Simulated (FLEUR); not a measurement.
# Pb: equation of state with r2SCAN

Crystal: Pb.

```
CELL_PARAMETERS angstrom
-1.97966 1.97966 1.97966
1.97966 -1.97966 1.97966
1.97966 1.97966 -1.97966
ATOMIC_POSITIONS crystal
Pb 0.00000 0.00000 0.00000
```

This isn't the form of Pb at room conditions, which is fcc.

```json
{
 "Program": "FLEUR MaX-R8.1 (later development tree)",
 "Task": "equation of state",
 "Functional": "r2SCAN",
 "Potentials or basis": "all-electron",
 "Basis": "FLAPW",
 "Kmax": "4.1 1/bohr",
 "k mesh": "9 × 9 × 9",
 "Occupations": "fermi-dirac, width 0.05 eV",
 "Spin": "no spin polarisation",
 "Gmax": "12.7 1/bohr",
 "Muffin-tin radii": "Pb 2.66 bohr",
 "lmax": "Pb 10",
 "lnonsphr": "Pb 10",
 "Local orbitals a species": "Pb 5"
}
```

```
Equilibrium volume : 30.81 Å³/atom
Bulk modulus       : 44 GPa
```

Energy against volume, from the lowest point:
```tsv
volume (Å³/atom)	energy (meV/atom)
29.172	13.24
29.792	4.66
31.034	0.00
32.275	8.28
32.896	16.36
```

Caveat: the meta-GGA is that of a development version, with a GGA for the radial functions and cores and without core tails. Spin-orbit coupling is left out, which matters for the levels of Pb.
